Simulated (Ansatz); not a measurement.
# How HfN stores the work of compression

Level of theory: DFT PBE, scalar-relativistic, plane waves, PAW (Ansatz 0.2.0). Run with 420 eV cutoff, 18×18×8 k-mesh, Gaussian smearing of 0.10 eV, no spin polarisation.

Reference structure (relaxed):

```
Hf N
1.0
     3.15937    0.00000    0.00000
    -1.57968    2.73609    0.00000
     0.00000    0.00000    5.45082
Hf N
2 2
Direct
  0.66667 0.33333 0.75000
  0.33333 0.66667 0.25000
  0.00000 0.00000 0.00000
  0.00000 0.00000 0.50000
```

Cell and atoms were relaxed at each target pressure within the start's symmetry (P6_3/mmc), at zero temperature; other phases can be more stable under pressure. H = E + PV with P the target; E is the free energy at the smearing used, whose derivative the pressure is, per atom and counted from zero pressure.

Spin–orbit coupling is left out, which can shift energies with elements as heavy as these.

| P (GPa) | V (Å³/atom) | E − E0 (meV) | H − H0 (meV) |
| --- | --- | --- | --- |
| 0 | 11.780 | 0.0 | 0.0 |
| 2 | 11.689 | 0.6 | 146.5 |
| 5 | 11.561 | 3.4 | 364.2 |
| 10 | 11.366 | 12.5 | 721.9 |
| 20 | 11.016 | 44.9 | 1420.1 |
| 40 | 10.445 | 150.3 | 2758.1 |

Thermodynamics gives dH/dP = V along a relaxed path. Integrate V over P by the trapezoid rule and compare with the computed enthalpies.

With 1 eV/Å³ = 160.22 GPa, each step adds the mean volume times ΔP / 160.22:
```csv
P (GPa),∫V dP (meV),H − H0 (meV),difference (meV)
2,146.5,146.5,0.0
5,364.1,364.2,0.0
10,721.9,721.9,0.0
20,1420.4,1420.1,0.3
40,2759.9,2758.1,1.8
```

V(P) curves upward, so the trapezoid rule runs high; integrating a smooth curve through the same points puts that excess at about 2.1 meV at 40 GPa, against the 1.8 meV found.

At 40 GPa, how much of the enthalpy change is stored energy and how much is the PV term?

E rises by 150 meV/atom and PV is 40 × 10.445 / 160.22 = 2608 meV/atom, so PV makes 95 % of ΔH. So between rival structures at high pressure a small difference in volume can outweigh the difference in energy: 1 % of this volume is worth 26.1 meV/atom at this pressure.

What bulk modulus do the lowest pressures give?

From the pressures that the runs reached, -2.04 GPa (11.874 Å³) and 2.04 GPa (11.689 Å³), B = −ΔP/Δln V = 4.08 / 0.0158 = 259 GPa, a mean over that range.

This form isn't the usual stable structure of the compound.